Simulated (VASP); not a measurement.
# NaH (Fm-3m) in VASP: further runs, part 2 of 2

VASP 6.6.1. The steps go on from the part before.

## Step 6: Single point, PBE

Contents of INCAR:

```
SYSTEM = NaH
PREC = Low
ENCUT = 450
EDIFF = 1E-6
ISMEAR = 0
SIGMA = 0.05
LREAL = .False.
LASPH = .True.
NELM = 100
ALGO = Normal
ISIF = 2
LWAVE = .False.
LCHARG = .False.
GGA = PE
NBANDS = 11
ADDGRID = .False.
```

Contents of KPOINTS:

```
Automatic mesh
0
Gamma
  5 5 5
  0 0 0
```

Contents of POSCAR:

```
NaH
1.0
    0.0000000000      2.4400000000      2.4400000000
    2.4400000000      0.0000000000      2.4400000000
    2.4400000000      2.4400000000      0.0000000000
Na H
1 1
Direct
    0.0000000000      0.0000000000      0.0000000000
    0.5000000000      0.5000000000      0.5000000000
```

Potentials or basis: VASP PAW PBE potentials, release 64 (Na_pv, H).

Run with:

```console
cat potpaw_PBE.64/Na_pv/POTCAR potpaw_PBE.64/H/POTCAR > POTCAR
mpirun -np 1 vasp_std > vasp.out
```

OUTCAR:

```text
SYSTEM = NaH
   PREC = Low
   ENCUT = 450
   EDIFF = 1E-6
   ISMEAR = 0
   LREAL = .False.
   LASPH = .True.
   NELM = 100
   ISIF = 2
   GGA = PE

 Found     10 irreducible k-points:

 Following reciprocal coordinates:
            Coordinates               Weight
  0.000000  0.000000  0.000000      1.000000
  0.200000  0.000000  0.000000      8.000000
  0.400000  0.000000  0.000000      8.000000
  0.200000  0.200000  0.000000      6.000000
  0.400000  0.200000  0.000000     24.000000
 -0.400000  0.200000  0.000000     24.000000
   k-points           NKPTS =     10   k-points in BZ     NKDIM =     10   number of bands    NBANDS=     11
   number of dos      NEDOS =    301   number of ions     NIONS =      2
   total plane-waves  NPLWV =   5832
   dimension x,y,z NGX =    18 NGY =   18 NGZ =   18
   dimension x,y,z NGXF=    18 NGYF=   18 NGZF=   18
   ions per type =               1   1
   NGX,Y,Z   is equivalent  to a cutoff of   8.67,  8.67,  8.67 a.u.
   NGXF,Y,Z  is equivalent  to a cutoff of   8.67,  8.67,  8.67 a.u.
 SYSTEM =  NaH
   PREC   = low       normal or accurate (medium, high low for compatibility)
   ISTART =      0    job   : 0-new  1-cont  2-samecut
   ICHARG =      2    charge: 1-file 2-atom 10-const
   ISPIN  =      1    spin polarized calculation?
   LNONCOLLINEAR =      F non collinear calculations
   LSORBIT =      F    spin-orbit coupling
   LASPH  =      T    aspherical Exc in radial PAW
   ENCUT  =  450.0 eV  33.07 Ry    5.75 a.u.   5.97  5.97  5.97*2*pi/ulx,y,z
   NELM   =    100;   NELMIN=  2; NELMDL= -5     # of ELM steps
   EDIFF  = 0.1E-05   stopping-criterion for ELM
   LREAL  =      F    real-space projection
   EDIFFG = 0.1E-04   stopping-criterion for IOM
   NSW    =      0    number of steps for IOM
   IBRION =     -1    ionic relax: 0-MD 1-quasi-New 2-CG
   NFREE  =      0    steps in history (QN), initial steepest desc. (CG)
   ISIF   =      2    stress and relaxation
   ISYM   =      2    0-nonsym 1-usesym 2-fastsym
   POTIM  = 0.5000    time-step for ionic-motion
   TEBEG  =    0.0;   TEEND  =   0.0 temperature during run
   PSTRESS=    0.0 pullay stress
   NELECT =       8.0000    total number of electrons
   NUPDOWN=      -1.0000    fix difference up-down
   EMIN   =  10.00;   EMAX   =-10.00  energy-range for DOS
   EFERMI =   0.00;   METHOD = LEGACY
   ISMEAR =     0;   SIGMA  =   0.05  broadening in eV -4-tet -1-fermi 0-gaus
   EFERMI_NEDOS =   21; number of points for ismear=-14 and -15
[... 16 lines left out ...]
  energy-cutoff  :      450.00
  volume of cell :       29.05
 maximum number of plane-waves:       639
   NGX = 11   NGY = 11   NGZ = 11

 number of electron       7.9998288 magnetization

 Free energy of the ion-electron system (eV)
  ---------------------------------------------------
  ext. energy  EPLUGINS =         0.00000000
  ---------------------------------------------------
  free energy    TOTEN  =        -5.08997928 eV

  energy without entropy =       -5.08997928  energy(sigma->0) =       -5.08997928

 E-fermi :  -1.0771     XC(G=0):  -7.6645

 val. band max:       -1.2987266333   @ k =  -0.4000   0.4000   0.0000
 cond. band min:       3.2492532831   @ k =   0.4000   0.0000   0.0000
 fundamental gap:      4.5479799164
 Fermi energy:        -1.0771012542

 k-point     1 :       0.0000    0.0000    0.0000
  band No.  band energies     occupation
      1     -23.3665      2.00000
      2     -23.3624      2.00000
      3     -23.3624      2.00000
      4      -4.7327      2.00000
      5       8.9682      0.00000
      6      14.1917      0.00000
      7      14.1917      0.00000
      8      14.1971      0.00000
      9      14.9702      0.00000
     10      14.9705      0.00000
     11      14.9705      0.00000
[... 57 lines left out ...]
 k-point     6 :      -0.4000    0.2000    0.0000
  band No.  band energies     occupation
      1     -23.4352      2.00000
      2     -23.3940      2.00000
      3     -23.3793      2.00000
      4      -1.7706      2.00000
      5       3.2641      0.00000
      6       6.5769      0.00000
      7      10.9692      0.00000
      8      11.7108      0.00000
      9      15.9921      0.00000
     10      17.1047      0.00000
     11      20.0739      0.00000

 [... further k-points ...]

------------------------ aborting loop because EDIFF is reached ----------------------------------------

  FORCE on cell =-STRESS in cart. coord.  units (eV):
  Direction    XX          YY          ZZ          XY          YZ          ZX
  --------------------------------------------------------------------------------------
  -------------------------------------------------------------------------------------
  Total       -0.1351605     -0.1351605     -0.1351605      0.0000000      0.0000000      0.0000000
  in kB       -7.4535108     -7.4535108     -7.4535108      0.0000000      0.0000000      0.0000000
  external PRESSURE =      -7.4535108 kB  Pullay stress =       0.0000000 kB

 VOLUME and BASIS-vectors are now :
 -----------------------------------------------------------------------------
  energy-cutoff  :      450.00
  volume of cell :       29.05
      direct lattice vectors                 reciprocal lattice vectors
     0.000000000  2.440000000  2.440000000    -0.204918033  0.204918033  0.204918033
     2.440000000  0.000000000  2.440000000     0.204918033 -0.204918033  0.204918033
     2.440000000  2.440000000  0.000000000     0.204918033  0.204918033 -0.204918033

 POSITION                                       TOTAL-FORCE (eV/Angst)
 -----------------------------------------------------------------------------------
      0.00000      0.00000      0.00000        -0.000000     -0.000000     -0.000000
      2.44000      2.44000      2.44000         0.000000      0.000000      0.000000
 -----------------------------------------------------------------------------------
    total drift:                               -0.000000     -0.000000     -0.000000

  FREE ENERGIE OF THE ION-ELECTRON SYSTEM (eV)
  ---------------------------------------------------
  free  energy   TOTEN  =        -5.0899792795 eV

  energy  without entropy=       -5.0899792795  energy(sigma->0) =       -5.08997928
```

OSZICAR:

```text
N       E                     dE             d eps       ncg     rms          rms(c)
DAV:   1     0.356768921668E+02    0.35677E+02   -0.42690E+03   220   0.695E+02
DAV:   2    -0.432918013507E+01   -0.40006E+02   -0.39571E+02   226   0.180E+02
DAV:   3    -0.550087221345E+01   -0.11717E+01   -0.11704E+01   267   0.305E+01
DAV:   4    -0.550925609259E+01   -0.83839E-02   -0.83829E-02   269   0.265E+00
DAV:   5    -0.550935312633E+01   -0.97034E-04   -0.97033E-04   261   0.281E-01    0.316E+00
DAV:   6    -0.517467477445E+01    0.33468E+00   -0.33758E-01   258   0.271E+00    0.146E+00
DAV:   7    -0.508499447025E+01    0.89680E-01   -0.32730E-01   247   0.210E+00    0.358E-01
DAV:   8    -0.509005904446E+01   -0.50646E-02   -0.10639E-02   247   0.962E-01    0.704E-02
DAV:   9    -0.508998184255E+01    0.77202E-04   -0.12491E-03   275   0.366E-01    0.233E-02
DAV:  10    -0.508997377155E+01    0.80710E-05   -0.68803E-05   252   0.482E-02    0.434E-03
DAV:  11    -0.508997888692E+01   -0.51154E-05   -0.68066E-06   241   0.116E-02    0.328E-03
DAV:  12    -0.508997927949E+01   -0.39257E-06   -0.24949E-07   170   0.322E-03
   1 F= -.50899793E+01 E0= -.50899793E+01  d E =-.794381E-11
```

stdout:

```text
POSCAR found type information on POSCAR NaH
 POSCAR found :  2 types and       2 ions
 scaLAPACK will be used
 LDA part: xc-table for (Slater+PW92), standard interpolation
 POSCAR, INCAR and KPOINTS ok, starting setup
 FFT: planning ... GRIDC
 FFT: planning ... GRID_SOFT
 FFT: planning ... GRID
 WAVECAR not read
 entering main loop
 the old and the new charge density differ
 old charge density:     8.00000 new    7.99983
    0.316E+00
```

It took 1.9 s on 1 thread of Intel Xeon Platinum 8259CL at 2.50GHz (Skylake/Cascade Lake), shared host; peak memory 0.1 GiB.

The run converged, but some of its settings lie outside the range that counts as converged, so its numbers aren't taken as properties of the crystal.

What came out:

```
Free energy            : -5.0900 eV
Pressure               : -0.7 GPa
Band gap on the k mesh : 4.55 eV, indirect (least direct gap 5.03 eV)
```

Caveat: the k mesh is coarse (spacing up to 0.45 Å⁻¹), so the values aren't converged; an odd mesh through Γ misses points on the zone boundary, where band edges often lie.

## Step 7: The reference run

An earlier run on the cell as given: functional PBE; potentials or basis VASP PAW PBE potentials, release 64 (Na_pv, H); cutoff 520 eV; k mesh 9 × 9 × 9; occupations fermi-dirac, width 0.05 eV; no spin polarisation.

- Pressure: -0.7 GPa
- Band gap on the k mesh: 4.01 eV, indirect (least direct gap 4.70 eV)
